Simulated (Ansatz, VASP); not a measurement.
**AlRu in VASP and in Ansatz**

Contents of INCAR:

```
PREC = Accurate
ENCUT = 520
EDIFF = 1E-7
ISMEAR = -1
SIGMA = 0.05
LREAL = False
LASPH = True
NELM = 100
ALGO = Normal
ISIF = 2
LWAVE = False
LCHARG = False
NBANDS = 25
```

The input KPOINTS:

```
regular mesh
0
Gamma
  12 9 9
```

Contents of POSCAR:

```
AlRu
1.0
    0.0000000000      0.0000000000      2.9535694198
    2.9535694198     -2.9535694198      0.0000000000
    2.9535694198      2.9535694198      0.0000000000
Ru Al
2 2
Direct
    0.0000000000      0.0000000000      0.0000000000
    0.0000000000      0.5000000000      0.5000000000
    0.5000000000      0.5000000000      0.0000000000
    0.5000000000      0.0000000000      0.5000000000
```

Input for Ansatz:

```yaml
crystal:
  lattice:
    - [0.0, 0.0, 2.9535694198]
    - [2.9535694198, -2.9535694198, 0.0]
    - [2.9535694198, 2.9535694198, 0.0]
  atoms:
    - { symbol: Ru, position: [0.0, 0.0, 0.0] }
    - { symbol: Ru, position: [0.0, 0.5, 0.5] }
    - { symbol: Al, position: [0.5, 0.5, 0.0] }
    - { symbol: Al, position: [0.5, 0.0, 0.5] }
kpoints:
  mp_grid: { grid: [12, 9, 9] }
scf:
  occupations: { method: fermi_dirac, width: 0.05 }
hamiltonian:
  xc: lda
  pseudopotentials: { kind: all_electron, lapw: { basis_error: 0.001 } }
output:
  forces: true
  stress: true
  eigenvalues: true
```

Alike in both runs: task single point; functional LDA; k mesh 12 × 9 × 9; occupations fermi-dirac, width 0.05 eV; no spin polarisation.

|  | VASP | Ansatz |
| --- | --- | --- |
| version | VASP 6.6.1 | Ansatz 0.2.0 |
| potentials or method | VASP PAW LDA potentials, release 64 (Ru_pv, Al) | all-electron LAPW, scalar-relativistic |
| plane-wave cutoff (eV) | 520 | see its input |

|  | VASP | Ansatz | Ansatz less VASP |
| --- | --- | --- | --- |
| pressure (GPa) | 0.6 | 0.0 | -0.63 |

Ansatz ran all-electron here, so the differences hold the error of VASP's frozen core and of both bases.

Caveats: the real-space grid breaks the cell's symmetry a little (VASP).
